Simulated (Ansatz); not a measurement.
The system is MoSe2.

```
CELL_PARAMETERS angstrom
3.28800 0.00000 0.00000
-1.64400 2.84749 0.00000
0.00000 0.00000 12.90000
ATOMIC_POSITIONS crystal
Mo 0.66667 0.33333 0.75000
Mo 0.33333 0.66667 0.25000
Se 0.66667 0.33333 0.37500
Se 0.33333 0.66667 0.87500
Se 0.66667 0.33333 0.12500
Se 0.33333 0.66667 0.62500
```

Base run:

```yaml
Program: Ansatz 0.2.0
Functional: rPW86-PBE
Potentials_or_basis: Ansatz PAW
Cutoff: "420 eV (not typed: the program's choice for these potentials)"
k_mesh: 9 × 9 × 2
Occupations: fermi-dirac, width 0.05 eV
Spin: no spin polarisation
```

Its results: band gap on the k mesh 0.88 eV, indirect (least direct gap 1.38 eV); pressure 14.4 GPa; largest force 1.643 eV/Å.

Task: The run is repeated on the same cell with these changes: functional from rPW86-PBE to LDA; potentials or basis from Ansatz PAW to JTH PAW LDA; cutoff from 420 eV (not typed: the program's choice for these potentials) to 1800 eV; valence electrons from 92 to 52. What comes out?

Result: Band gap on the k mesh 0.87 eV, indirect (least direct gap 1.38 eV); pressure 0.8 GPa; largest force 0.612 eV/Å.

Caveats: the cell's inner coordinates are idealised or old, which leaves forces on the atoms; the PAW data sets come from PBE, with cores solved anew for the run's functional, which leaves a small shift of forces and pressure (some runs); the k mesh misses the band edges, so the gap on the mesh is wider than the one along the path (some runs).
